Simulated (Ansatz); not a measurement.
PbI2, CdI2 type (r2SCAN+rVV10 geometry), in Ansatz:

```cif
data_structure
_symmetry_space_group_name_H-M 'P-3m1'
_symmetry_Int_Tables_number 164
_cell_length_a 4.5641
_cell_length_b 4.5641
_cell_length_c 7.0475
_cell_angle_alpha 90.000
_cell_angle_beta 90.000
_cell_angle_gamma 120.000
_cell_volume 127.14
loop_
_atom_site_label
_atom_site_type_symbol
_atom_site_symmetry_multiplicity
_atom_site_Wyckoff_symbol
_atom_site_fract_x
_atom_site_fract_y
_atom_site_fract_z
_atom_site_occupancy
Pb1 Pb 1 a 0.00000 0.00000 0.00000 1
I1 I 2 d 0.33333 0.66667 0.26671 1
```

G0W0@PBE with 478 empty bands, a screening cutoff of 140 eV and a 6×6×2 mesh (PAW, contour deformation) gives 3.174 eV over the mesh points, from a PBE gap of 2.230 eV; it sums over 502 bands with 487 plane waves in the screening and a wave cutoff of 420 eV. The G0W0 figures hold for the stated bands, cutoff and mesh and aren't extrapolated. Spin-unpolarised throughout; all numbers are computed.

**Question.** Another run gave a Kohn-Sham gap of 2.230 eV and a G0W0 gap of 3.079 eV, summing over 230 bands with 221 plane waves in the screening and a wave cutoff of 420 eV. What was changed?

**Answer.** Empty bands 206, screening cutoff 80 eV. The counts of bands and plane waves show it.

**Question.** Estimate the gap with empty bands 878, screening cutoff 210 eV.

**Answer.** 3.240 eV (+0.066 eV), from a Kohn-Sham gap of 2.230 eV.

Spin-orbit coupling is left out; in compounds of Pb, Bi, Tl or Hg it can lower a gap by up to about 1 eV, split its edges or invert the bands.
